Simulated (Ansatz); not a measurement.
# PbTe: changing the strain (εxx = s)

```
CELL_PARAMETERS angstrom
0.00000 3.23100 3.23100
3.23100 0.00000 3.23100
3.23100 3.23100 0.00000
ATOMIC_POSITIONS crystal
Pb 0.00000 0.00000 0.00000
Te 0.50000 0.50000 0.50000
```

Kept alike: task single point; functional PBE; k mesh 7 × 7 × 7; occupations fermi-dirac, width 0.05 eV; no spin polarisation. Program: Ansatz, Ansatz PAW, cutoff 420 eV. The mesh is that of the run's cell of 2 atoms. No spin-orbit coupling.

| run | free energy over the lowest row (meV/atom) |
| --- | --- |
| A | 3.84 |
| B | 0.00 |
| C | 9.73 |
| D | 0.71 |

The cell shown is the unstrained one; x, y and z are its Cartesian axes; atoms keep their fractions.

Q: The runs differ in the strain (εxx = s) alone: -0.01; 0; 0.01; 0.02. Which run is which?

A: Run A is 0; run B is 0.02; run C is -0.01; run D is 0.01. The free energy falls from 9.73 to 0.00 meV/atom between -0.01 and 0.02.
